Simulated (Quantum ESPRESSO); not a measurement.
## Bi: equation of state with PBEsol

Crystal: Bi.

```
CELL_PARAMETERS angstrom
2.26750 1.30914 3.93800
-2.26750 1.30914 3.93800
0.00000 -2.61828 3.93800
ATOMIC_POSITIONS crystal
Bi 0.76600 0.76600 0.76600
Bi 0.23400 0.23400 0.23400
```

```json
{
 "Program": "Quantum ESPRESSO 7.5",
 "Task": "equation of state",
 "Functional": "PBEsol",
 "Potentials or basis": "PseudoDojo 0.4.1 SR PBEsol standard",
 "Cutoff": "898 eV",
 "Density cutoff": "3592 eV",
 "k mesh": "7 × 7 × 7",
 "Occupations": "fermi-dirac, width 0.05 eV",
 "Spin": "no spin polarisation"
}
```

```json
{
 "Equilibrium volume": "34.86 Å³/atom",
 "Bulk modulus at fixed shape and positions": "50 GPa",
 "Pressure derivative of the bulk modulus": "4.7"
}
```

Energy against volume, from the lowest point:
```
volume (Å³/atom)  energy (meV/atom)
          32.965              17.67
          33.667               6.63
          34.368               0.94
          35.070               0.00
          35.771               3.32
          36.472              10.43
          37.174              20.92
```

All runs of the series together: 7.9 min on 1 thread of Arm Neoverse V1 (shared host).

Caveat: the cell was scaled at fixed shape and fractional positions, which overstates the stiffness of a crystal with free parameters, most of all of layers and chains.
